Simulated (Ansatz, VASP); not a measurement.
**Two plane-wave programs on KCl**

```
CELL_PARAMETERS angstrom
0.00000 3.18885 3.18885
3.18885 0.00000 3.18885
3.18885 3.18885 0.00000
ATOMIC_POSITIONS crystal
K 0.00000 0.00000 0.00000
Cl 0.50000 0.50000 0.50000
```

Alike in both runs: functional PBE; k mesh 6 × 6 × 6; occupations gaussian, width 0.02 eV; no spin polarisation.

Ansatz relaxed the structure, and its values are those at the end. VASP's run is a single point on that final structure, the one shown.

|  | VASP | Ansatz |
| --- | --- | --- |
| version | VASP 6.6.1 | Ansatz 0.2.0 |
| potentials or method | VASP PAW PBE potentials, release 64 (K_sv, Cl) | scalar-relativistic, plane waves, PAW |
| plane-wave cutoff (eV) | 520 | 420 |
| valence electrons in the cell | 16 | 16 |

```tsv
	VASP	Ansatz	Ansatz less VASP
gap on the k mesh at the Fermi level (eV)	5.05	5.05	+0.002
least direct gap on the mesh (eV)	5.05	5.05	+0.002
pressure (GPa)	0.0	0.0	-0.01
```

With one functional, cell and mesh, what is left measures potentials, basis and numerics.

A hybrid or GW would open this gap; PBE tends to underestimate it.
